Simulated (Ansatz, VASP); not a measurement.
# One calculation of MgO (vib), two programs

```
Mg O
1.0
     0.00000    2.08165    2.08165
     2.08165    0.00000    2.08165
     2.08165    2.08165    0.00000
Mg O
1 1
Direct
  0.00000 0.00000 0.00000
  0.50000 0.50000 0.50000
```

Alike in both runs: functional LDA; k mesh 8 × 8 × 8; occupations gaussian, width 0.1 eV; no spin polarisation.

Ansatz relaxed the structure, and its values are those at the end. VASP's run is a single point on that final structure, the one shown.

|  | VASP | Ansatz |
| --- | --- | --- |
| version | VASP 6.6.1 | Ansatz 0.2.0 |
| potentials or method | VASP PAW LDA potentials, release 64 (Mg, O) | scalar-relativistic, plane waves, PAW |
| plane-wave cutoff (eV) | 520 | 420 |
| valence electrons in the cell | 8 | 16 |

|  | VASP | Ansatz | Ansatz less VASP |
| --- | --- | --- | --- |
| gap on the k mesh at the Fermi level (eV) | 5.00 | 5.01 | +0.005 |
| least direct gap on the mesh (eV) | 5.00 | 5.01 | +0.005 |
| pressure (GPa) | -2.2 | -0.3 | +1.86 |

The two sets of potentials don't hold the same shells in valence. Ansatz warned: «pseudo_functional_mismatch».
